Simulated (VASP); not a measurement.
# SiC (P6_3mc) in VASP: Born charges and dielectric tensor with PBE

Aim: the Born charges and dielectric tensor of SiC with PBE.

Everything below comes from runs of VASP 6.6.1. Logs are shortened: lines on timing, memory, paths and dates and some standing lists are left out, and cuts for length are marked.

### 1 The structure

Symmetry: P6_3mc, No. 186, hexagonal system. Conventional cell: a = 3.092 Å, b = 3.092 Å, c = 5.074 Å, α = 90.00°, β = 90.00°, γ = 120.00°. Si (site symmetry 3m) is surrounded by 4 C at 1.89 to 1.91 Å. Around C (site symmetry 3m) lie 4 Si at 1.89 to 1.91 Å.

### 2 Born charges and dielectric tensor, PBE

Input file INCAR:

```
PREC = Accurate ; ENCUT = 520
EDIFF = 1E-8 ; ISMEAR = 0
SIGMA = 0.02 ; LREAL = False
LASPH = True ; NELM = 100
ALGO = Fast ; ISIF = 2
LWAVE = False ; LCHARG = False
GGA = PE ; LEPSILON = True
IBRION = 8 ; NSW = 1
KPAR = 4
```

Input file KPOINTS:

```
regular mesh
0
Gamma
  12 12 6
```

Input file POSCAR:

```
SiC                                     
1.0
    3.0917098435      0.0000000000      0.0000000000
   -1.5458549217      2.6774992635      0.0000000000
    0.0000000000      0.0000000000      5.0740842051
  Si              C             
     2     2
Direct
     0.3333333300000021    0.6666666699999979    0.0045838175766661
     0.6666666699999979    0.3333333300000021    0.5045838175766661
     0.3333333300000021    0.6666666699999979    0.3804161824233319
     0.6666666699999979    0.3333333300000021    0.8804161824233319
```

Potentials or basis: VASP PAW PBE potentials, release 64 (Si, C).

Started as:

```
$ cat potpaw_PBE.64/Si/POTCAR potpaw_PBE.64/C/POTCAR > POTCAR
$ mpirun -np 4 vasp_std > vasp.out
```

OUTCAR:

```text
PREC = Accurate
   ENCUT = 520
   EDIFF = 1E-8
   ISMEAR = 0
   LREAL = False
   LASPH = True
   NELM = 100
   ISIF = 2
   GGA = PE
   LEPSILON = True
   IBRION = 8
   NSW = 1

 ion  position               nearest neighbor table
   1  0.333  0.667  0.005-   4 1.89   4 1.89   4 1.89   3 1.91   2 3.10   2 3.10   2 3.10   2 3.10
                             2 3.10   2 3.10
   2  0.667  0.333  0.505-   3 1.89   3 1.89   3 1.89   4 1.91   1 3.10   1 3.10   1 3.10   1 3.10
                             1 3.10   1 3.10
   3  0.333  0.667  0.380-   2 1.89   2 1.89   2 1.89   1 1.91
   4  0.667  0.333  0.880-   1 1.89   1 1.89   1 1.89   2 1.91

  LATTYP: Found a hexagonal cell.
 ALAT       =     3.0917098435
 C/A-ratio  =     1.6411902998

  Lattice vectors:

 A1 = (   3.0917098435,   0.0000000000,   0.0000000000)
 A2 = (  -1.5458549217,   2.6774992635,   0.0000000000)
 A3 = (   0.0000000000,   0.0000000000,   5.0740842051)

Analysis of symmetry for initial positions (statically):
=====================================================================
 Subroutine PRICEL returns:
 Original cell was already a primitive cell.

 Routine SETGRP: Setting up the symmetry group for a
 hexagonal supercell.

 Subroutine GETGRP returns: Found 12 space group operations
 (whereof  6 operations were pure point group operations)
 out of a pool of 24 trial point group operations.

The static configuration has the point symmetry C_3v.
 The point group associated with its full space group is C_6v.

Analysis of symmetry for dynamics (positions and initial velocities):
=====================================================================
 Subroutine PRICEL returns:
 Original cell was already a primitive cell.

 Routine SETGRP: Setting up the symmetry group for a
 hexagonal supercell.

 Subroutine GETGRP returns: Found 12 space group operations
 (whereof  6 operations were pure point group operations)
 out of a pool of 24 trial point group operations.

The dynamic configuration has the point symmetry C_3v.
 The point group associated with its full space group is C_6v.

 Subroutine INISYM returns: Found 12 space group operations
 (whereof  6 operations are pure point group operations),
 and found     1 'primitive' translations

----------------------------------------------------------------------------------------

                                     Primitive cell

  volume of cell :      42.0035

  direct lattice vectors                    reciprocal lattice vectors
     3.091709843  0.000000000  0.000000000     0.323445618  0.186741415  0.000000000
    -1.545854922  2.677499264  0.000000000     0.000000000  0.373482829  0.000000000
     0.000000000  0.000000000  5.074084205     0.000000000  0.000000000  0.197079898

  length of vectors
     3.091709843  3.091709842  5.074084205     0.373482829  0.373482829  0.197079898

  position of ions in fractional coordinates (direct lattice)
     0.333333330  0.666666670  0.004583818
     0.666666670  0.333333330  0.504583818
     0.333333330  0.666666670  0.380416182
     0.666666670  0.333333330  0.880416182

  ion indices of the primitive-cell ions
   primitive index   ion index
[... 559 lines left out ...]

--------------------------------------- Ionic step       10  -------------------------------------------

------------------------ aborting loop because EDIFF is reached ----------------------------------------

[... ionic steps 11 to 11 ...]

--------------------------------------- Ionic step       12  -------------------------------------------

 Free energy of the ion-electron system (eV)
  ---------------------------------------------------
  ---------------------------------------------------
  free energy    TOTEN  =        -0.13502493 eV

  energy without entropy =       -0.13502493

------------------------ aborting loop because EDIFF is reached ----------------------------------------

 INTERNAL STRAIN TENSOR  FOR ION    3  DIRECTION 3   (eV/Angst):
 -----------------------------------------------------------------------------
     4.64746  0.00000  0.00000
     0.00000  4.64746  0.00000
     0.00000 -0.00000 -8.75671

 MACROSCOPIC STATIC DIELECTRIC TENSOR (including local field effects in DFT)
 ------------------------------------------------------
           6.960125     0.000000     0.000000
           0.000000     6.960125     0.000000
          -0.000000     0.000000     7.325252
 ------------------------------------------------------

 PIEZOELECTRIC TENSOR (including local field effects)  for field in x, y, z        (e  Angst)
          XX          YY          ZZ          XY          YZ          ZX
  --------------------------------------------------------------------------------
  x    -0.00000    -0.00000     0.00000    -0.00000     0.00000     1.53579
  y     0.00000     0.00000     0.00000     0.00000     1.53579     0.00000
  z     1.23665     1.23665    -2.14455     0.00000     0.00000     0.00000

 PIEZOELECTRIC TENSOR (including local field effects)  for field in x, y, z        (C/m^2)
          XX          YY          ZZ          XY          YZ          ZX
  --------------------------------------------------------------------------------
  x    -0.00000    -0.00000     0.00000    -0.00000     0.00000     0.58581
  y     0.00000     0.00000     0.00000     0.00000     0.58581     0.00000
  z     0.47171     0.47171    -0.81801     0.00000     0.00000     0.00000

 BORN EFFECTIVE CHARGES (including local field effects) (in |e|, cummulative output)
 ---------------------------------------------------------------------------------
 ion    1
    1     2.64551     0.00000    -0.00000
    2     0.00000     2.64551     0.00000
    3    -0.00000     0.00000     2.84438
 ion    2
    1     2.64551     0.00000     0.00000
    2     0.00000     2.64551     0.00000
    3     0.00000     0.00000     2.84438
 ion    3
    1    -2.64551    -0.00000     0.00000
    2    -0.00000    -2.64551     0.00000
    3     0.00000     0.00000    -2.84438
 ion    4
    1    -2.64551    -0.00000     0.00000
    2    -0.00000    -2.64551     0.00000
    3    -0.00000     0.00000    -2.84438

 INTERNAL STRAIN TENSOR FOR ION    4 for displacements in x,y,z  (eV/Angst):
          X           Y           Z          XY          YZ          ZX
  --------------------------------------------------------------------------------
  x     0.00000    -0.00000    -0.00000     8.85860     0.00000     5.28420
  y     8.85860    -8.85860     0.00000    -0.00000     5.47566     0.00000
  z     4.64746     4.64746    -8.75671     0.00000     0.00000     0.00000

 SECOND DERIVATIVES (NOT SYMMETRIZED)
 ------------------------------------
               1X          1Y          1Z          2X          2Y          2Z          3X          3Y          3Z          4X          4Y          4Z
  1X   -19.374241   -0.000000    0.000000    0.620470    0.000000    0.000000    2.158838    0.000000    0.000000   16.594934    0.000000   -0.000000
  1Y    -0.000000  -19.374241    0.000000    0.000000    0.620470    0.000000    0.000000    2.158838    0.000000    0.000000   16.594934    0.000000
  1Z    -0.000000    0.000000  -26.324535   -0.000000   -0.000000    8.936571    0.000000    0.000000    8.404740    0.000000   -0.000000    8.983224
  2X     0.620470    0.000000    0.000000  -19.374241   -0.000000   -0.000000   16.594934    0.000000    0.000000    2.158838    0.000000    0.000000
  2Y     0.000000    0.620470    0.000000   -0.000000  -19.374241   -0.000000    0.000000   16.594934   -0.000000    0.000000    2.158838    0.000000
  2Z     0.000000    0.000000    8.936571    0.000000    0.000000  -26.324535   -0.000000    0.000000    8.983224    0.000000    0.000000    8.404740
  3X     2.159291    0.000000    0.000000   16.596054    0.000000   -0.000000  -18.749551   -0.000000    0.000000   -0.005794   -0.000000   -0.000000
  3Y     0.000000    2.159291    0.000000    0.000000   16.596054    0.000000   -0.000000  -18.749551    0.000000   -0.000000   -0.005794    0.000000
  3Z    -0.000000    0.000000    8.356958    0.000000    0.000000    9.031309   -0.000000    0.000000  -23.386361    0.000000   -0.000000    5.998095
  4X    16.596054    0.000000    0.000000    2.159291    0.000000    0.000000   -0.005794   -0.000000    0.000000  -18.749551   -0.000000   -0.000000
  4Y     0.000000   16.596054   -0.000000    0.000000    2.159291    0.000000   -0.000000   -0.005794    0.000000   -0.000000  -18.749551    0.000000
  4Z    -0.000000    0.000000    9.031309    0.000000    0.000000    8.356958   -0.000000    0.000000    5.998095    0.000000    0.000000  -23.386361

 Eigenvectors and eigenvalues of the dynamical matrix
 ----------------------------------------------------

   1 f  =   24.457191 THz   153.669064 2PiTHz  815.804083 cm-1   101.146770 meV
             X         Y         Z           dx          dy          dz
     -0.000000  1.785000  0.023259    -0.000000   -0.000000   -0.020225
      1.545855  0.892500  2.560301    -0.000000   -0.000000    0.020225
     -0.000000  1.785000  1.930264     0.000000    0.000000   -0.706817
      1.545855  0.892500  4.467306     0.000000    0.000000    0.706817
[... 71 lines left out ...]
  12 f/i=    0.000448 THz     0.002817 2PiTHz    0.014958 cm-1     0.001854 meV
             X         Y         Z           dx          dy          dz
     -0.000000  1.785000  0.023259    -0.438302   -0.397645   -0.000000
      1.545855  0.892500  2.560301    -0.438302   -0.397645   -0.000000
     -0.000000  1.785000  1.930264    -0.286621   -0.260034   -0.000000
      1.545855  0.892500  4.467306    -0.286621   -0.260034   -0.000000

--------------------------------------------------------------------------------------------------------

 MACROSCOPIC STATIC DIELECTRIC TENSOR IONIC CONTRIBUTION
 ------------------------------------------------------
           3.215306     0.000000     0.000000
           0.000000     3.215306     0.000000
           0.000000     0.000000     4.008963
 ------------------------------------------------------

 ELASTIC MODULI CONTR FROM IONIC RELAXATION (kBar)
 Direction    XX          YY          ZZ          XY          YZ          ZX
 --------------------------------------------------------------------------------
 XX        -414.6570    224.9238    178.7809     -0.0000     -0.0000      0.0000
 YY         224.9238   -414.6570    178.7809     -0.0000      0.0000     -0.0000
 ZZ         178.7809    178.7809   -336.9215      0.0000      0.0000      0.0000
 XY          -0.0000     -0.0000      0.0000   -319.7904      0.0000      0.0000
 YZ          -0.0000      0.0000      0.0000      0.0000   -105.3329     -0.0000
 ZX           0.0000     -0.0000      0.0000      0.0000     -0.0000   -113.0687
 --------------------------------------------------------------------------------

 PIEZOELECTRIC TENSOR IONIC CONTR  for field in x, y, z        (C/m^2)
          XX          YY          ZZ          XY          YZ          ZX
  --------------------------------------------------------------------------------
  x     0.00000    -0.00000     0.00000     0.00000    -0.00000    -0.56735
  y    -0.00000     0.00000     0.00000     0.00000    -0.54760    -0.00000
  z    -0.58029    -0.58029     1.09359    -0.00000    -0.00000    -0.00000
```

It took 3.2 min on 4 MPI ranks of Intel Xeon Platinum 8488C (Sapphire Rapids), shared host; peak memory 0.57 GiB.

What came out:

| Quantity | Value |
| --- | --- |
| Band gap on the k mesh | 2.30 eV, indirect (least direct gap 3.94 eV) |
| Electronic dielectric tensor (diagonal) | 6.96, 6.96, 7.33 |
| Born charges (mean of the diagonal) | Si +2.71; C -2.71 e |
| Highest phonon frequency at Γ, LO-TO splitting left out | 816 cm⁻¹ |

Phonon frequencies in cm⁻¹ (negative: imaginary):
| q point | frequencies |
| --- | --- |
| (0.000, 0.000, 0.000) | 0 0 0 257 257 584 743 743 750 779 779 816 |

Electronic dielectric tensor:
```
6.96 0.00 0.00
0.00 6.96 0.00
0.00 0.00 7.33
```

Born effective charge tensors (e):
atom 1, Si
```
2.65 0.00 0.00
0.00 2.65 0.00
0.00 0.00 2.84
```
atom 2, Si
```
2.65 0.00 0.00
0.00 2.65 0.00
0.00 0.00 2.84
```
atom 3, C
```
-2.65  0.00  0.00
 0.00 -2.65  0.00
 0.00  0.00 -2.84
```
atom 4, C
```
-2.65  0.00  0.00
 0.00 -2.65  0.00
 0.00  0.00 -2.84
```

A k mesh can miss the band edges. Expect the measured gap to be larger: semilocal functionals such as PBE lack the derivative discontinuity.
